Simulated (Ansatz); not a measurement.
## Every step of a relaxation of bcc Zr (100), 5 layers

DFT, PBE, PAW with Ansatz's default frozen-core files, scalar-relativistic (Ansatz 0.2.0); a Γ-centred 10×10×1 k mesh, Fermi–Dirac smearing of 0.1 eV, no spin polarisation. The run relaxes the atoms in the fixed cell.

Command: `ansatz run input.yaml --threads 2 --pin off --max-ram 4096MiB --backend cpu --events-out ev --progress --plain --runs-dir out` It took 18 s on 2 threads of Intel(R) Xeon(R) 6975P-C (Granite Rapids), with other jobs on the host, peak memory 0.54 GiB.

```yaml
crystal:
  lattice:
    - [3.5778464248, 0.0, 0.0]
    - [0.0, 3.5778464248, 0.0]
    - [0.0, 0.0, 20.1557]
  atoms:
    - { symbol: Zr, position: [0.0, 0.0, 0.3224895974] }
    - { symbol: Zr, position: [0.5, 0.5, 0.4112447984] }
    - { symbol: Zr, position: [0.0, 0.0, 0.5] }
    - { symbol: Zr, position: [0.5, 0.5, 0.5887552016] }
    - { symbol: Zr, position: [0.0, 0.0, 0.6775104026] }
kpoints:
  mp_grid: { grid: [10, 10, 1] }
scf:
  occupations: { method: fermi_dirac, width: 0.1 }
hamiltonian:
  xc: pbe
  pseudopotentials: { kind: paw }
output:
  forces: true
  stress: true
  eigenvalues: true
relax:
  f_tol: 0.01
  max_steps: 40
efield:
  axis: 3
  amplitude: 0
  dipole_correction: true
```

Each step lists its free energy a cell above the last geometry, and Cartesian positions (Å) with forces (eV/Å).

The first step:

```
step 1  dF = 37.74 meV
  Zr 0.0000 0.0000 6.5000   0.0000 0.0000 0.3955
  Zr 1.7889 1.7889 8.2889   0.0000 0.0000 -0.2956
  Zr 0.0000 0.0000 10.0778   0.0000 0.0000 0.0000
  Zr 1.7889 1.7889 11.8668   0.0000 0.0000 0.2956
  Zr 0.0000 0.0000 13.6557   0.0000 0.0000 -0.3955
```

Problem. Where does the relaxation end, and by which steps?

Solution. After 4 geometries, with a shortest distance of 3.049 Å. The further steps:
```
step 2  dF = 20.62 meV
  Zr 0.0000 0.0000 6.6569   0.0000 0.0000 -0.2951
  Zr 1.7889 1.7889 8.2918   0.0000 0.0000 0.3332
  Zr 0.0000 0.0000 10.0778   0.0000 0.0000 0.0000
  Zr 1.7889 1.7889 11.8639   0.0000 0.0000 -0.3332
  Zr 0.0000 0.0000 13.4988   0.0000 0.0000 0.2951
step 3  dF = 0.13 meV
  Zr 0.0000 0.0000 6.6064   0.0000 0.0000 0.0035
  Zr 1.7889 1.7889 8.3082   0.0000 0.0000 0.0169
  Zr 0.0000 0.0000 10.0778   0.0000 0.0000 0.0000
  Zr 1.7889 1.7889 11.8475   0.0000 0.0000 -0.0169
  Zr 0.0000 0.0000 13.5493   0.0000 0.0000 -0.0035
step 4  dF = 0.00 meV
  Zr 0.0000 0.0000 6.6115   0.0000 0.0000 0.0014
  Zr 1.7889 1.7889 8.3133   0.0000 0.0000 0.0037
  Zr 0.0000 0.0000 10.0778   0.0000 0.0000 0.0000
  Zr 1.7889 1.7889 11.8424   0.0000 0.0000 -0.0037
  Zr 0.0000 0.0000 13.5442   0.0000 0.0000 -0.0014
```
